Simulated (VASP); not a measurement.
A run of VASP 6.6.1 is set up as follows.

run.py

```python
from ase.calculators.vasp import Vasp
from ase.io import read

atoms = read('BN.cif')
calc = Vasp(
    directory='calc',
    xc='scan',
    pp='PBE',
    setups={'base': 'minimal', 'N': '_s', 'B': '_s'},
    prec='Accurate',
    encut=400,
    ediff=1e-07,
    ismear=0,
    sigma=0.01,
    lreal=False,
    lasph=True,
    nelm=60,
    algo='Normal',
    isif=2,
    lwave=False,
    lcharg=False,
    lmixtau=True,
    ibrion=2,
    nsw=40,
    ediffg=-0.02,
    kpts=[13, 13, 13],
    gamma=True,
)
atoms.calc = calc

print('energy (eV):', atoms.get_potential_energy())
print('free energy (eV):', atoms.get_potential_energy(force_consistent=True))
print('forces (eV/A):')
print(atoms.get_forces())
print('stress (eV/A^3, Voigt):', atoms.get_stress())
print('Fermi level (eV):', calc.get_fermi_level())
print('cell (A, degrees):', atoms.cell.cellpar())
print('volume (A^3):', atoms.get_volume())
print('scaled positions:')
print(atoms.get_scaled_positions())
```

BN.cif

```cif
data_BN
_cell_length_a 2.56397060
_cell_length_b 2.56397060
_cell_length_c 2.56397060
_cell_angle_alpha 60.00000000
_cell_angle_beta 60.00000000
_cell_angle_gamma 60.00000000
_space_group_name_H-M_alt 'P1'
_space_group_name_Hall 'P 1'
_space_group_IT_number 1
loop_
_space_group_symop_operation_xyz
'x,y,z'
loop_
_atom_site_label
_atom_site_type_symbol
_atom_site_symmetry_multiplicity
_atom_site_Wyckoff_symbol
_atom_site_fract_x
_atom_site_fract_y
_atom_site_fract_z
_atom_site_occupancy
N1 N 1 a 0.2401120000 0.2493350000 0.2628610000 1
B1 B 1 a 0.0028340000 0.0063430000 -0.0063740000 1
```

Potentials or basis: VASP PAW PBE potentials, release 64 (N_s, B_s).

The run is started by

```bash
$ python run.py
```

(1) What does it give for the energy gained by relaxing?

(2) What does it give for the band gap on the k mesh?

Answers

(1) 11.8 meV/atom.

(2) 5.02 eV, indirect (least direct gap 9.40 eV).

Caveat: the PAW data sets were made with another functional, which shifts forces and pressure a little; an odd mesh through Γ misses points on the zone boundary, where band edges often lie.
